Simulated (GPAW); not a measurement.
# RbCl (Fm-3m) in GPAW: notebook

The runs below take RbCl through band structure, equation of state, with PBEsol.

Everything below comes from runs of GPAW 26.7.0. Logs are shortened: lines on timing, memory, paths and dates and some standing lists are left out, and cuts for length are marked. The log counts tension as positive stress, the text compression.

## 1. Starting point

It takes space group Fm-3m (No. 225, cubic). Conventional cell: a = 6.548 Å, b = 6.548 Å, c = 6.548 Å, α = 90.00°, β = 90.00°, γ = 90.00°. Rb (site symmetry m-3m) is surrounded by 6 Cl at 3.27 Å. Around Cl (site symmetry m-3m) lie 6 Rb at 3.27 Å.

## 2. Band structure, PBEsol

Contents of run.py:

```python
from ase import Atoms
from ase.dft.bandgap import bandgap
from ase.io import write
from ase.units import GPa
from gpaw import GPAW, PW, setup_paths

setup_paths.insert(0, '.')

atoms = Atoms(['Rb', 'Cl'],
              cell=[[0.0, 3.274, 3.274],
                    [3.274, 0.0, 3.274],
                    [3.274, 3.274, 0.0]],
              scaled_positions=[[0.0, 0.0, 0.0],
                                [0.5, 0.5, 0.5]],
              pbc=True)

calc = GPAW(mode=PW(600),
            xc='PBEsol',
            kpts={'size': (7, 7, 7), 'gamma': True},
            occupations={'name': 'fermi-dirac', 'width': 0.05},
            nbands=16,
            convergence={'density': 1e-05, 'energy': 1e-05},
            maxiter=150,
            txt='gpaw.txt')
atoms.calc = calc
energy = atoms.get_potential_energy()
forces = atoms.get_forces()
stress = atoms.get_stress()
calc.write('gs.gpw')
write('result.traj', atoms)
print(f'Energy: {energy:.6f} eV')
print('Forces (eV/A):')
print(forces.round(4))
print('Stress (GPa):', (stress / GPa).round(3))
print('Fermi level:', round(calc.get_fermi_level(), 4), 'eV')
print(f'Gap: {bandgap(calc)[0]:.4f} eV, direct: {bandgap(calc, direct=True)[0]:.4f} eV')

path = atoms.cell.bandpath('GXWKGLUWLK,UX', npoints=80, eps=1e-4)
bs_calc = calc.fixed_density(kpts=path, symmetry='off', nbands=30,
                             convergence={'bands': 'CBM+6.0', 'eigenstates': 1e-6}, txt='bands.txt')
bs = bs_calc.band_structure()
bs.write('bs.json')
print(f'Gap on the path: {bandgap(bs_calc)[0]:.4f} eV')
```

Potentials or basis: PAW data sets generated in the run's folder for this functional, pw.

The run is started by

```bash
gpaw-setup -f PBEsol Cl Rb
OMP_NUM_THREADS=1 python run.py
```

gpaw.txt:

```text
__  _  _
 | _ |_)|_||  |
 |__||  | ||/\| - 26.7.0

Input parameters:
  mode=PW(ecut=600.0),
  convergence={'density': 1e-05, 'energy': 1e-05},
  kpts=MonkhorstPack(size=(7, 7, 7), gamma=True),
  maxiter=150,
  nbands=16,
  occupations=Occupations(name='fermi-dirac', width=0.05),
  xc=XC(name='PBEsol')

Diagonalizing LCAO Hamiltonian
Converting LCAO to pw mode

                 Cl

       Rb

Atoms  # Å, Bohr magnetons
|   | symbol |        x |        y |        z |    initial magnetic moments |
|---|--------|----------|----------|----------|-----------------------------|
| 0 |     Rb | 0.000000 | 0.000000 | 0.000000 | ( 0.0000,  0.0000,  0.0000) |
| 1 |     Cl | 3.274000 | 3.274000 | 3.274000 | ( 0.0000,  0.0000,  0.0000) |

Unit cell  # Å
| periodic |        x |        y |        z |  lengths |    angles |
|----------|----------|----------|----------|----------|-----------|
|      yes | 0.000000 | 3.274000 | 3.274000 | 4.630135 | 60.000000 |
|      yes | 3.274000 | 0.000000 | 3.274000 | 4.630135 | 60.000000 |
|      yes | 3.274000 | 3.274000 | 0.000000 | 4.630135 | 60.000000 |

Number of symmetries: 48
Symmetry operations  # r_c * U_cc + t_c -> r_c
|    | kind |            matrix            |
|----|------|------------------------------|
|  0 |  σ   |  1, 0, 0,  1, 0,-1,  1,-1, 0 |
|  1 |  C2  |  1, 0, 0,  1,-1, 0,  1, 0,-1 |
|  2 |  E   |  1, 0, 0,  0, 1, 0,  0, 0, 1 |
|  3 |  σ   |  1, 0, 0,  0, 0, 1,  0, 1, 0 |
|  4 |  C4  |  1, 0,-1,  1, 0, 0,  1,-1, 0 |
|  5 |  S6  |  1, 0,-1,  1,-1, 0,  1, 0, 0 |
|  6 |  σ   |  1, 0,-1,  0, 1,-1,  0, 0,-1 |
|  7 |  C3  |  1, 0,-1,  0, 0,-1,  0, 1,-1 |
|  8 |  S6  |  1,-1, 0,  1, 0, 0,  1, 0,-1 |
|  9 |  C4  |  1,-1, 0,  1, 0,-1,  1, 0, 0 |
| 10 |  C3  |  1,-1, 0,  0,-1, 1,  0,-1, 0 |
| 11 |  σ   |  1,-1, 0,  0,-1, 0,  0,-1, 1 |
| 12 |  σ   |  0, 1, 0,  1, 0, 0,  0, 0, 1 |
| 13 |  C4  |  0, 1, 0,  0, 1,-1, -1, 1, 0 |
| 14 |  C3  |  0, 1, 0,  0, 0, 1,  1, 0, 0 |
| 15 |  S6  |  0, 1, 0, -1, 1, 0,  0, 1,-1 |
| 16 |  C2  |  0, 1,-1,  1, 0,-1,  0, 0,-1 |
| 17 |  σ   |  0, 1,-1,  0, 1, 0, -1, 1, 0 |
| 18 |  S4  |  0, 1,-1,  0, 0,-1,  1, 0,-1 |
| 19 |  C4  |  0, 1,-1, -1, 1, 0,  0, 1, 0 |
| 20 |  C3  |  0, 0, 1,  1, 0, 0,  0, 1, 0 |
| 21 |  σ   |  0, 0, 1,  0, 1, 0,  1, 0, 0 |
| 22 |  S6  |  0, 0, 1,  0,-1, 1, -1, 0, 1 |
| 23 |  C4  |  0, 0, 1, -1, 0, 1,  0,-1, 1 |
| 24 |  S4  |  0, 0,-1,  1, 0,-1,  0, 1,-1 |
| 25 |  C3  |  0, 0,-1,  0, 1,-1,  1, 0,-1 |
| 26 |  C2  |  0, 0,-1,  0,-1, 0, -1, 0, 0 |
| 27 |  S6  |  0, 0,-1, -1, 0, 0,  0,-1, 0 |
| 28 |  S4  |  0,-1, 1,  1,-1, 0,  0,-1, 0 |
| 29 |  C4  |  0,-1, 1,  0, 0, 1, -1, 0, 1 |
| 30 |  C2  |  0,-1, 1,  0,-1, 0,  1,-1, 0 |
| 31 |  σ   |  0,-1, 1, -1, 0, 1,  0, 0, 1 |
| 32 |  C3  |  0,-1, 0,  1,-1, 0,  0,-1, 1 |
| 33 |  S6  |  0,-1, 0,  0, 0,-1, -1, 0, 0 |
| 34 |  S4  |  0,-1, 0,  0,-1, 1,  1,-1, 0 |
| 35 |  C2  |  0,-1, 0, -1, 0, 0,  0, 0,-1 |
| 36 |  C2  | -1, 1, 0,  0, 1, 0,  0, 1,-1 |
| 37 |  S6  | -1, 1, 0,  0, 1,-1,  0, 1, 0 |
| 38 |  S4  | -1, 1, 0, -1, 0, 1, -1, 0, 0 |
| 39 |  C3  | -1, 1, 0, -1, 0, 0, -1, 0, 1 |
| 40 |  S6  | -1, 0, 1,  0, 0, 1,  0,-1, 1 |
| 41 |  C2  | -1, 0, 1,  0,-1, 1,  0, 0, 1 |
| 42 |  C3  | -1, 0, 1, -1, 1, 0, -1, 0, 0 |
| 43 |  S4  | -1, 0, 1, -1, 0, 0, -1, 1, 0 |
| 44 |  C2  | -1, 0, 0,  0, 0,-1,  0,-1, 0 |
| 45 |  i   | -1, 0, 0,  0,-1, 0,  0, 0,-1 |
| 46 |  σ   | -1, 0, 0, -1, 1, 0, -1, 0, 1 |
| 47 |  C2  | -1, 0, 0, -1, 0, 1, -1, 1, 0 |

BZ-sampling:
  Number of BZ points: 343
  Number of IBZ points: 20

  Monkhorst-Pack size: [7, 7, 7]
  Monkhorst-Pack shift: [0, 0, 0]

K-points  # in reciprocal-cell coordinates
|     |                                coordinates |     weight |
|-----|--------------------------------------------|------------|
|   0 | (  0.00000000,   0.00000000,   0.00000000) | 0.00291545 |
|   1 | (  0.14285714,   0.14285714,   0.00000000) | 0.01749271 |
|   2 | (  0.14285714,   0.14285714,   0.14285714) | 0.02332362 |
|   3 | (  0.28571429,   0.14285714,   0.14285714) | 0.03498542 |
|   4 | (  0.28571429,   0.28571429,   0.00000000) | 0.01749271 |
|   5 | (  0.28571429,   0.28571429,   0.14285714) | 0.06997085 |
|   6 | (  0.28571429,   0.28571429,   0.28571429) | 0.02332362 |
|   7 | (  0.42857143,  -0.28571429,  -0.28571429) | 0.03498542 |
|   8 | (  0.42857143,   0.28571429,  -0.42857143) | 0.13994169 |
|   9 | (  0.42857143,   0.28571429,  -0.28571429) | 0.06997085 |
| ... |                                            |            |
|  19 | (  0.42857143,   0.42857143,   0.42857143) | 0.02332362 |

Plane wave coefficients: 2397
Cutoff: 600.0 eV

Spin-components: 1 (collinear spins)
Bands:           16
Projectors:      10
Spin-degeneracy: 2
Datatype:        complex128

Parallelization:
  kpt:    1
  domain: 1
  band:   1

Density:
  Valence electrons: 16.0
  Components: 1
  Grid points: [27 27 27]
  Charge: 0.0  # |e|

Potential:
  Grid points: [27 27 27]

species:
  Rb:
    name:    Rubidium
    Z:       37.0
    valence: 9
    core:    28
    charge:  0.0  # [|e|]
    compensation charges:
      type: gauss
      rc: 0.38  # [Å]
      lmax: 2
    cutoffs:
      filter: 2.43  # [Å]
      core: 1.99  # [Å]
    projectors
    | kind |    occ | energy [eV] | rcut [Å] |
    |------|--------|-------------|----------|
    |   4s |  2.000 |     -31.891 |    1.376 |
    |   5s |  1.000 |      -2.222 |    1.376 |
    |   4p |  6.000 |     -15.981 |    1.270 |
    |    p |        |      11.231 |    1.270 |
    |    d |        |       0.000 |    1.217 |

    Using partial waves for Rb as LCAO basis

  Cl:
    name:    Chlorine
    Z:       17.0
    valence: 7
    core:    10
    charge:  0.0  # [|e|]
    compensation charges:
      type: gauss
      rc: 0.25  # [Å]
      lmax: 2
    cutoffs:
      filter: 1.40  # [Å]
      core: 1.49  # [Å]
    projectors
    | kind |    occ | energy [eV] | rcut [Å] |
    |------|--------|-------------|----------|
    |   3s |  2.000 |     -20.615 |    0.794 |
    |   3p |  5.000 |      -8.561 |    0.794 |
    |    s |        |       6.597 |    0.794 |
    |    p |        |      18.651 |    0.794 |
    |    d |        |       0.000 |    0.794 |

    Using partial waves for Cl as LCAO basis

Reference energy: -93589.035909  # eV

eigensolver:
  PPCG
  Converge bands: occupied
  niter=2

density mixing:
  MSR1-Mixer
  Pratt-step length: 0.05
  Maximum mixing coefficient: 0.75
  Old densities: 10
  SVD Regularization: 0.005
  Good broyden scale: 1.0
  Trust region scale: 1.0
  Backstep threshold: 4.0
  History deletion threshold: 6.0
  Fourier metric: weight=20.0, sigma=0.015

occupation numbers:
  Fermi-Dirac:
    width: 0.0500  # eV

poisson solver:
  ecut: 4800.0  # eV

xc functional:
  name: PBEsol with 2 nearest neighbor stencil

convergence criteria:
- Maximum integral of absolute [dens]ity change: 1e-05 electrons / valence electron
- Maximum [total energy] change in last 3 cyles: 1e-05 eV / valence electron
- Maximum integral of absolute [eigenst]ate change: 4e-08 eV^2 / valence electron
maximum number of iterations: 150

SCF iterations
|iter     | |      energy | eigst |  dens |
|---------|-|-------------|-------|-------|
|iter:   1| |   -7.037597 | -0.83 |       |
|iter:   2| |   -6.994752 | -2.84 | -1.27 |
|iter:   3| |   -6.833833 | -2.15 | -1.31 |
|iter:   4| |   -6.840262 | -3.62 | -1.74 |
|iter:   5| |   -6.843421 | -4.20 | -2.13 |
|iter:   6| |   -6.843561 | -5.54 | -2.94 |
|iter:   7| |   -6.843580c| -6.51 | -3.40 |
|iter:   8| |   -6.843581c| -7.38 | -4.11 |
|iter:   9| |   -6.843581c| -7.98c| -4.96 |
|iter:  10| |   -6.843581c| -8.48c| -5.40c|

Converged in 10 steps
Energy contributions relative to reference atoms: (reference = -93589.035909)

Energy contributions:
  Kinetic:           7.572185
  Coulomb:          -7.317121
  Zero:              0.004529
  External:          0.000000
  Xc:               -7.103174
  Entropy:          -0.000000
  Spinorbit:         0.000000
  ----------------------------
  Free energy:      -6.843581
  Extrapolated:     -6.843581

dipole moment: (-25.040290, -25.040290, -25.040290)  # |e|*Ang

Fermi level: 1.659
Eigenvalues  # (at kpt = [0.000, 0.000, 0.000])
| band index |      eig [eV] | occ [0-2] |
|------------|---------------|-----------|
|          0 |       -24.050 |     2.000 |
|          1 |       -12.200 |     2.000 |
|          2 |        -8.121 |     2.000 |
|          3 |        -8.121 |     2.000 |
|          4 |        -8.121 |     2.000 |
|          5 |        -0.219 |     2.000 |
[... 8 lines left out ...]
|         14 |        11.739 |     0.000 |
|         15 |        17.484 |     0.000 |

Gap: 4.890 eV
Transition (v -> c):
  (s=0, k=0, n=7, [0.00, 0.00, 0.00]) -> (s=0, k=0, n=8, [0.00, 0.00, 0.00])
No difference between direct/indirect transitions

Forces  # eV/Ang
|        x |        y |        z |
|----------|----------|----------|
| -0.00000 | -0.00000 | -0.00000 |  # Rb   0
|  0.00000 | -0.00000 |  0.00000 |  # Cl   1

Stress tensor  # eV/Ang^3
|         x |         y |        z |
|-----------|-----------|----------|
|  0.000366 | -0.000000 | 0.000000 |
| -0.000000 |  0.000366 | 0.000000 |
|  0.000000 |  0.000000 | 0.000366 |

# Writing to gs.gpw (mode='')
```

Run time: 66 s. Hardware: 1 thread of Arm Neoverse V2, shared host; peak memory 0.31 GiB.

Results:

```
Free energy             : -6.8436 eV
Pressure                : -0.1 GPa
Band gap on the k mesh  : 4.89 eV, direct
Band gap along the path : 4.89 eV, direct
```

Levels at the corners of the path, in eV from the valence-band top:
| point | band 4 | band 5 | band 6 | band 7 | band 8 | band 9 | band 10 | band 11 | band 12 | band 13 |
| --- | --- | --- | --- | --- | --- | --- | --- | --- | --- | --- |
| Γ | -7.90 | -7.90 | 0.00 | 0.00 | 0.00 | 4.89 | 7.90 | 7.90 | 7.90 | 8.88 |
| X | -8.01 | -8.01 | -0.33 | -0.10 | -0.10 | 6.07 | 8.01 | 9.64 | 10.00 | 10.36 |
| W | -8.10 | -7.89 | -0.47 | -0.25 | -0.25 | 7.57 | 7.57 | 9.29 | 9.33 | 11.56 |
| K | -7.98 | -7.96 | -0.42 | -0.29 | -0.23 | 6.83 | 8.63 | 9.02 | 9.72 | 10.81 |
| Γ | -7.90 | -7.90 | 0.00 | 0.00 | 0.00 | 4.89 | 7.90 | 7.90 | 7.90 | 8.88 |
| L | -7.92 | -7.87 | -0.91 | -0.36 | -0.36 | 7.64 | 7.92 | 10.15 | 10.15 | 11.24 |
| U | -7.98 | -7.96 | -0.42 | -0.29 | -0.23 | 6.83 | 8.63 | 9.02 | 9.72 | 10.81 |
| W | -8.10 | -7.89 | -0.47 | -0.25 | -0.25 | 7.57 | 7.57 | 9.29 | 9.33 | 11.56 |
| L | -7.92 | -7.87 | -0.91 | -0.36 | -0.36 | 7.64 | 7.92 | 10.15 | 10.15 | 11.24 |
| K | -7.98 | -7.96 | -0.42 | -0.29 | -0.23 | 6.83 | 8.63 | 9.02 | 9.72 | 10.81 |
| U | -7.98 | -7.96 | -0.42 | -0.29 | -0.23 | 6.83 | 8.63 | 9.02 | 9.72 | 10.81 |
| X | -8.01 | -8.01 | -0.33 | -0.10 | -0.10 | 6.07 | 8.01 | 9.64 | 10.00 | 10.36 |

PBEsol gaps usually lie below the measured ones, often by a third to a half.

## 3. Equation of state, PBEsol

Contents of run.py:

```python
from ase import Atoms
from ase.eos import EquationOfState
from ase.io import Trajectory
from ase.units import GPa
from gpaw import GPAW, PW, setup_paths

setup_paths.insert(0, '.')

atoms = Atoms(['Rb', 'Cl'],
              cell=[[0.0, 3.274, 3.274],
                    [3.274, 0.0, 3.274],
                    [3.274, 3.274, 0.0]],
              scaled_positions=[[0.0, 0.0, 0.0],
                                [0.5, 0.5, 0.5]],
              pbc=True)

traj = Trajectory('eos.traj', 'w')
volumes, energies = [], []
for x in [0.94, 0.96, 0.98, 1.0, 1.02, 1.04, 1.06]:
    a = atoms.copy()
    a.set_cell(atoms.cell * x**(1 / 3), scale_atoms=True)
    calc = GPAW(mode=PW(600),
                xc='PBEsol',
                kpts={'size': (7, 7, 7), 'gamma': True},
                occupations={'name': 'fermi-dirac', 'width': 0.05},
                nbands=16,
                convergence={'density': 1e-05, 'energy': 1e-05},
                maxiter=150,
                txt=f'eos-{x:.2f}.txt')
    a.calc = calc
    energies.append(a.get_potential_energy(force_consistent=True))
    volumes.append(a.get_volume())
    p = -a.get_stress()[:3].mean() / GPa
    calc.write(f'eos-{x:.2f}.gpw')
    traj.write(a)
    print(f'{x:.2f} {volumes[-1]:10.4f} A^3 {energies[-1]:14.6f} eV {p:9.3f} GPa', flush=True)

v0, e0, B = EquationOfState(volumes, energies, eos='birchmurnaghan').fit()
print(f'V0 = {v0:.4f} A^3, E0 = {e0:.6f} eV, B0 = {B / GPa:.2f} GPa')
```

Potentials or basis: PAW data sets generated in the run's folder for this functional, pw.

The run is started by

```bash
gpaw-setup -f PBEsol Cl Rb
OMP_NUM_THREADS=1 python run.py
```

Wall time 97 s (1 thread of Arm Neoverse V2, shared host); peak memory 0.22 GiB.

The run converged. Its results:

* Equilibrium volume: 35.11 Å³/atom
* Bulk modulus: 16.5 GPa
* Pressure derivative of the bulk modulus: 5.1

Energy against volume, from the lowest point:
```
volume (Å³/atom)  energy (meV/atom)
          32.989               7.54
          33.690               3.24
          34.392               0.80
          35.094               0.00
          35.796               0.66
          36.498               2.59
          37.200               5.67
```
